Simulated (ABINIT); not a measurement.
# GaSb (F-43m) in ABINIT: settings compared

The runs below take GaSb through single point, relaxation of cell and atoms, with LDA, PBEsol.

Program: ABINIT 10.8.3 (patched build). These are calculated values, not measurements. Logs are shortened: lines on timing, memory, paths and dates and some standing lists are left out, and cuts for length are marked. The log counts tension as positive stress, the text compression.

**Experimental background.**

From a printed reference work, data compilation, for a bulk crystal of GaSb at 4.2 K: band gap 0.811 eV (direct).

The runs below are set against these values where they give the same quantity.

### Step 1. Starting point

The structure is cubic, space group F-43m (No. 216). Conventional cell: a = 6.118 Å, b = 6.118 Å, c = 6.118 Å, α = 90.00°, β = 90.00°, γ = 90.00°. Sb (site symmetry -43m) is surrounded by 4 Ga at 2.65 Å. Ga (site symmetry -43m) is surrounded by 4 Sb at 2.65 Å.

### Step 2. Single point, LDA

The input, run.abi:

```
pp_dirpath "./"
pseudos "Sb.upf, Ga.upf"

acell 3*1.0
rprim
     0.0000000000     5.7806722152     5.7806722152
     5.7806722152     0.0000000000     5.7806722152
     5.7806722152     5.7806722152     0.0000000000
ntypat 2
znucl 51 31
natom 2
typat 1 2
xred
     0.7500000000     0.7500000000     0.7500000000
     0.0000000000     0.0000000000     0.0000000000

ecut 36.0

kptopt 1
ngkpt 6 6 6
nshiftk 1
shiftk 0.0 0.0 0.0

ixc 7

nband 18
occopt 3
tsmear 0.05 eV

nstep 100
tolvrs 1.0e-10

iomode 3
prtwf 0
prtden 0
prteig 0
prtebands 0
```

Potentials or basis: PseudoDojo NC SR LDA v0.4.1 standard.

Command:

```bash
abinit run.abi > log 2>&1
```

run.abo:

```text
.Version 10.8.3 of ABINIT
 Symmetries : space group F-4 3 m (#216); Bravais cF (face-center cubic)
================================================================================
 Values of the parameters that define the memory need of the present run
     intxc =       0    ionmov =       0      iscf =       7    lmnmax =       6
     lnmax =       6     mgfft =      48  mpssoang =       3    mqgrid =    3001
     natom =       2  nloc_mem =       1    nspden =       1   nspinor =       1
    nsppol =       1      nsym =      24    n1xccc =    2501    ntypat =       2
    occopt =       3   xclevel =       1
       mpw =        3996          nfft =      110592          nkpt =          16
================================================================================
================================================================================

--------------------------------------------------------------------------------
------------- Echo of variables that govern the present computation ------------
--------------------------------------------------------------------------------
 -outvars: echo values of preprocessed input variables --------
            acell      1.0000000000E+00  1.0000000000E+00  1.0000000000E+00 Bohr
              amu      1.21753000E+02  6.97230000E+01
             ecut      3.60000000E+01 Hartree
              ixc           7
         kptrlatt        6    0    0      0    6    0      0    0    6
          kptrlen      4.90506303E+01
            natom           2
            nband          18
            ngfft          48      48      48
             nkpt          16
            nstep         100
             nsym          24
           ntypat           2
           occopt           3
           prtden           0
        prtebands           0
           prteig           0
            prtwf           0
            rprim      0.0000000000E+00  5.7806722152E+00  5.7806722152E+00
                       5.7806722152E+00  0.0000000000E+00  5.7806722152E+00
                       5.7806722152E+00  5.7806722152E+00  0.0000000000E+00
          spgroup         216
           tolvrs      1.00000000E-10
           tsmear      1.83746611E-03 Hartree
            typat      1  2
           xangst      4.5884999969E+00  4.5884999969E+00  4.5884999969E+00
                       0.0000000000E+00  0.0000000000E+00  0.0000000000E+00
            xcart      8.6710083228E+00  8.6710083228E+00  8.6710083228E+00
                       0.0000000000E+00  0.0000000000E+00  0.0000000000E+00
             xred      7.5000000000E-01  7.5000000000E-01  7.5000000000E-01
                       0.0000000000E+00  0.0000000000E+00  0.0000000000E+00
            znucl       51.00000   31.00000

================================================================================

 chkinp: Checking input parameters for consistency.

================================================================================
== DATASET  1 ==================================================================

--- !DatasetInfo
iteration_state: {dtset: 1, }
dimensions: {natom: 2, nkpt: 16, mband: 18, nsppol: 1, nspinor: 1, nspden: 1, mpw: 3996, }
cutoff_energies: {ecut:  36.0, pawecutdg:  -1.0, }
electrons: {nelect:   2.80000000E+01, charge:   0.00000000E+00, occopt:   3.00000000E+00, tsmear:   1.83746611E-03, }
meta: {optdriver: 0, ionmov: 0, optcell: 0, iscf: 7, paral_kgb: 0, }
...

 Exchange-correlation functional for the present dataset will be:
  LDA: Perdew-Wang 92 LSD fit to Ceperley-Alder data - ixc=7
  J.P.Perdew and Y.Wang, PRB 45, 13244 (1992)

 Real(R)+Recip(G) space primitive vectors, cartesian coordinates (Bohr,Bohr^-1):
 R(1)=  0.0000000  5.7806722  5.7806722  G(1)= -0.0864951  0.0864951  0.0864951
 R(2)=  5.7806722  0.0000000  5.7806722  G(2)=  0.0864951 -0.0864951  0.0864951
 R(3)=  5.7806722  5.7806722  0.0000000  G(3)=  0.0864951  0.0864951 -0.0864951
 Unit cell volume ucvol=  3.8633587E+02 bohr^3
 Angles (23,13,12)=  6.00000000E+01  6.00000000E+01  6.00000000E+01 degrees

 getcut: wavevector=  0.0000  0.0000  0.0000  ngfft=  48  48  48
         ecut(hartree)=     36.000   => boxcut(ratio)=   2.17386

--- Pseudopotential description ------------------------------------------------
- pspini: atom type   1  psp file is ./Sb.upf
12 -1012 2 -1 1416                            pspcod,pspxc,lmax,lloc,mmax
     nproj     2     2     2

- pspini: atom type   2  psp file is ./Ga.upf
12 -1012 2 -1 1858                            pspcod,pspxc,lmax,lloc,mmax
     nproj     2     2     2

   1.43203906E+03                                ecore*ucvol(ha*bohr**3)
--------------------------------------------------------------------------------

================================================================================

--- !BeginCycle
iteration_state: {dtset: 1, }
solver: {iscf: 7, nstep: 100, nline: 4, wfoptalg: 0, }
tolerances: {tolvrs: 1.00E-10, }
...

     iter   Etot(hartree)      deltaE(h)  residm     vres2
 ETOT  1  -164.18606781238    -1.642E+02 6.042E-01 3.375E+03
 ETOT  2  -166.43568034817    -2.250E+00 6.040E-02 5.438E+03
 ETOT  3  -166.98071680510    -5.450E-01 2.748E-02 1.031E+03
 ETOT  4  -167.05039142226    -6.967E-02 1.373E-02 4.808E+02
 ETOT  5  -167.09912270802    -4.873E-02 1.853E-03 9.004E+01
 ETOT  6  -167.10780580042    -8.683E-03 1.203E-03 1.897E+01
 ETOT  7  -167.11029422904    -2.488E-03 2.045E-04 1.337E-02
 ETOT  8  -167.11029706350    -2.834E-06 6.265E-05 2.234E-03
 ETOT  9  -167.11029731209    -2.486E-07 6.037E-06 7.937E-04
 ETOT 10  -167.11029741101    -9.892E-08 3.739E-06 2.178E-07
 ETOT 11  -167.11029741109    -8.282E-11 3.355E-07 3.601E-08
 ETOT 12  -167.11029741110    -1.324E-11 2.315E-07 4.980E-09
 ETOT 13  -167.11029741110     3.070E-12 2.074E-08 1.441E-11

 At SCF step   13       vres2   =  1.44E-11 < tolvrs=  1.00E-10 =>converged.

 Cartesian components of stress tensor (hartree/bohr^3)
  sigma(1 1)=  1.06661455E-04  sigma(3 2)=  0.00000000E+00
  sigma(2 2)=  1.06661455E-04  sigma(3 1)=  0.00000000E+00
  sigma(3 3)=  1.06661455E-04  sigma(2 1)=  0.00000000E+00

--- !ResultsGS
iteration_state: {dtset: 1, }
comment   : Summary of ground state results
lattice_vectors:
- [  0.0000000,   5.7806722,   5.7806722, ]
- [  5.7806722,   0.0000000,   5.7806722, ]
- [  5.7806722,   5.7806722,   0.0000000, ]
lattice_lengths: [   8.17511,    8.17511,    8.17511, ]
lattice_angles: [ 60.000,  60.000,  60.000, ] # degrees, (23, 13, 12)
lattice_volume:   3.8633587E+02
convergence: {deltae:  3.070E-12, res2:  1.441E-11, residm:  2.074E-08, diffor: null, }
etotal    :  -1.67110297E+02
entropy   :   0.00000000E+00
fermie    :   1.63062665E-01
cartesian_stress_tensor: # hartree/bohr^3
- [  1.06661455E-04,   0.00000000E+00,   0.00000000E+00, ]
- [  0.00000000E+00,   1.06661455E-04,   0.00000000E+00, ]
- [  0.00000000E+00,   0.00000000E+00,   1.06661455E-04, ]
pressure_GPa:  -3.1381E+00
xred      :
- [  7.5000E-01,   7.5000E-01,   7.5000E-01, Sb]
- [  0.0000E+00,   0.0000E+00,   0.0000E+00, Ga]
cartesian_forces: # hartree/bohr
- [ -1.45562938E-30,   5.45861018E-31,   7.27814691E-31, ]
- [  1.45562938E-30,  -5.45861018E-31,  -7.27814691E-31, ]
force_length_stats: {min:   1.71654752E-30, max:   1.71654752E-30, mean:   1.71654752E-30, }
...

 Integrated electronic density in atomic spheres:
 ------------------------------------------------
 Atom  Sphere_radius  Integrated_density
    1        2.00000         11.25475282
    2        2.00000         10.82382633
================================================================================

 ----iterations are completed or convergence reached----

 Mean square residual over all n,k,spin=   98.288E-12; max=  20.742E-09
 reduced coordinates (array xred) for    2 atoms
       0.750000000000      0.750000000000      0.750000000000
       0.000000000000      0.000000000000      0.000000000000
 rms dE/dt=  8.1473E-30; max dE/dt=  1.0518E-29; dE/dt below (all hartree)
    1      -0.000000000000      0.000000000000      0.000000000000
    2       0.000000000000      0.000000000000      0.000000000000

 cartesian coordinates (angstrom) at end:
    1      4.58849999686311     4.58849999686311     4.58849999686311
    2      0.00000000000000     0.00000000000000     0.00000000000000

 cartesian forces (hartree/bohr) at end:
    1     -0.00000000000000     0.00000000000000     0.00000000000000
    2      0.00000000000000    -0.00000000000000    -0.00000000000000
 frms,max,avg= 9.9104917E-31 1.4556294E-30   0.000E+00  0.000E+00  0.000E+00 h/b

 cartesian forces (eV/Angstrom) at end:
    1     -0.00000000000000     0.00000000000000     0.00000000000000
    2      0.00000000000000    -0.00000000000000    -0.00000000000000
 frms,max,avg= 5.0961797E-29 7.4851472E-29   0.000E+00  0.000E+00  0.000E+00 e/A
 length scales=  1.000000000000  1.000000000000  1.000000000000 bohr
              =  0.529177210544  0.529177210544  0.529177210544 angstroms
 Fermi (or HOMO) energy (hartree) =   0.16306   Average Vxc (hartree)=  -0.35930
 Eigenvalues (hartree) for nkpt=  16  k points:
 kpt#   1, nband= 18, wtk=  0.00463, kpt=  0.0000  0.0000  0.0000 (reduced coord)
  -0.89313   -0.89313   -0.89313   -0.89243   -0.89243   -0.39332   -0.39332   -0.39332
  -0.39152   -0.39152   -0.26222    0.15529    0.16182    0.16182    0.16182    0.26400
   0.26400    0.26400
      occupation numbers for kpt#   1
   2.00000    2.00000    2.00000    2.00000    2.00000    2.00000    2.00000    2.00000
   2.00000    2.00000    2.00000    1.97126    1.32562    1.32562    1.32562    0.00000
   0.00000    0.00000
 prteigrs : prtvol=0 or 1, do not print more k-points.

--- !EnergyTerms
iteration_state     : {dtset: 1, }
comment             : Components of total free energy in Hartree
kinetic             :  1.15508952821456E+02
hartree             :  5.04467691523548E+01
xc                  : -4.29593195135292E+01
Ewald energy        : -9.16498378830171E+01
psp_core            :  3.70672046481892E+00
local_psp           : -1.44840606127349E+02
non_local_psp       : -5.73229389512529E+01
internal            : -1.67110260036518E+02
'-kT*entropy'       : -3.73745833607960E-05
total_energy        : -1.67110297411101E+02
total_energy_eV     : -4.54730284853423E+03
band_energy         : -1.30201451470548E+01
...

 Cartesian components of stress tensor (hartree/bohr^3)
  sigma(1 1)=  1.06661455E-04  sigma(3 2)=  0.00000000E+00
  sigma(2 2)=  1.06661455E-04  sigma(3 1)=  0.00000000E+00
  sigma(3 3)=  1.06661455E-04  sigma(2 1)=  0.00000000E+00

-Cartesian components of stress tensor (GPa)         [Pressure= -3.1381E+00 GPa]
- sigma(1 1)=  3.13808834E+00  sigma(3 2)=  0.00000000E+00
- sigma(2 2)=  3.13808834E+00  sigma(3 1)=  0.00000000E+00
- sigma(3 3)=  3.13808834E+00  sigma(2 1)=  0.00000000E+00

== END DATASET(S) ==============================================================
================================================================================

 -outvars: echo values of variables after computation  --------
            acell      1.0000000000E+00  1.0000000000E+00  1.0000000000E+00 Bohr
           etotal     -1.6711029741E+02
            fcart     -1.4556293817E-30  5.4586101813E-31  7.2781469084E-31
                       1.4556293817E-30 -5.4586101813E-31 -7.2781469084E-31
            rprim      0.0000000000E+00  5.7806722152E+00  5.7806722152E+00
                       5.7806722152E+00  0.0000000000E+00  5.7806722152E+00
                       5.7806722152E+00  5.7806722152E+00  0.0000000000E+00
           strten      1.0666145475E-04  1.0666145475E-04  1.0666145475E-04
                       0.0000000000E+00  0.0000000000E+00  0.0000000000E+00
           xangst      4.5884999969E+00  4.5884999969E+00  4.5884999969E+00
                       0.0000000000E+00  0.0000000000E+00  0.0000000000E+00
             xred      7.5000000000E-01  7.5000000000E-01  7.5000000000E-01
                       0.0000000000E+00  0.0000000000E+00  0.0000000000E+00
 Calculation completed.
```

It took 51 s on 1 thread of Arm Neoverse V1, shared host; peak memory 0.09 GiB.

What came out:

| Property | Result |
| --- | --- |
| Free energy | -4547.3028 eV |
| Band gap on the k mesh | none (metal or under the smearing width) |
| Valence electrons inside the program's atomic spheres | Sb 11.25; Ga 10.82 |

Caveat: the cutoff is too short for stress, so the log's stress isn't used; this crystal is a semiconductor, whose small gap the functional closes, so the metal is an error of the method. Spin-orbit coupling is left out, which matters for the levels of Sb.

(Continued in part 2 of 2.)
